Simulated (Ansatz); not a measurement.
# Stiffness of ZrC from strained cells

```yaml
crystal:
  lattice:
    - [0.00000, 2.35021, 2.35021]
    - [2.35021, 0.00000, 2.35021]
    - [2.35021, 2.35021, 0.00000]
  atoms:
    - { symbol: Zr, position: [0.50000, 0.50000, 0.50000] }
    - { symbol: C, position: [0.00000, 0.00000, 0.00000] }
```

Atoms are numbered in the order listed.

The cell is a measured one (Crystallography Open Database entry 1562921); the temperature and pressure of the measurement aren't taken into account, and nothing was relaxed.

The calculation used DFT, PBE, all-electron LAPW, scalar-relativistic (Ansatz 0.2.0).

Settings: a Γ-centred 15×15×15 k mesh, Fermi–Dirac smearing of 0.05 eV, basis error target 0.5 meV/atom, no spin polarisation.

The unstrained cell is at 1.24 GPa. Large strains and very small stresses are left out. Each strain is applied once, with fractional coordinates held (clamped ions), and σ below is the change of stress, positive in tension. One finite strain gives stress–strain coefficients at this pressure with an error of the order of the strain times third-order constants, a few per cent for each per cent of strain. In a metal the k mesh adds noise of tens of per cent to soft shears.

Problem. Estimate the stiffness probed by this change, and the stress that it gives: x and y strained by -2 %, z held.

Solution. σxx = -12.99 GPa, σzz = -4.46 GPa and εxx = εyy = -0.0200, so C12 = σzz/(2εxx) = 111 GPa and C11 + C12 = σxx/εxx = 649 GPa.

Problem. Estimate the stiffness probed by this change, and the stress that it gives: equal xy, yz and zx engineering shear strains of +1 %.

Solution. σxy = 1.57 GPa and γxy = 2εxy = 0.0100, so C44 (clamped ions) = σxy/γxy = 157 GPa.

Problem. What do those two numbers (x and y strained by -2 %, z held) give for C11, and is the cell stable to tetragonal shear?

Solution. C11 = 649 − 111 = 538 GPa and C11 − C12 = 427 GPa: positive, so stable to it.
